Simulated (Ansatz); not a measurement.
Method: DFT PBE, scalar-relativistic, plane waves, PAW in Ansatz 0.2.0. All cells share a 420 eV cutoff and Γ-centred k meshes spaced at most about 0.3 Å⁻¹ (about 0.25 or finer for metals, 2π included). No spin polarisation in the final relaxations.

These are static total energies at zero pressure. All come from trial cells, and lower structures may exist.

Question: Order these relaxed structures of P by energy, lowest first, with the energy over the lowest of them.
A.

```
P
1.0
     1.74048    1.00487    3.06780
    -1.74048    1.00487    3.06780
     0.00000   -2.00974    3.06780
P
2
Direct
  0.27062 0.27062 0.27062
  0.72938 0.72938 0.72938
```

B.

```
P
1.0
     2.42049   -2.43709    0.00000
     2.42049    2.43709    0.00000
     0.00000    0.00000    5.14191
P
4
Direct
  0.25000 0.75000 0.43167
  0.75000 0.25000 0.56833
  0.50000 0.50000 0.00000
  0.00000 0.00000 0.00000
```

Answer: A (0 meV/atom), B (325 meV/atom). Forms: A R-3m; B Cmme. Counting all near atoms (those within 1.25 times the shortest such distance or 1.15 times the sum of covalent radii; a plus sign parts nearer from farther groups): A has P 3+3; B has P 6.

No dispersion correction is applied, so the spacing and binding between layers, chains or molecules are poorly described (R-3m), and this can change margins and order among such cells. Cells relaxed within their symmetry can be saddle points. The R-3m cell of P came from shaking the Cmme one. The part of the Crystallography Open Database at hand lists P in space groups No. 2, 13, 64, 123; no cell shown has one of them. Some structure types and database cells were kept out of the candidates from the start, so a known form may be missing.
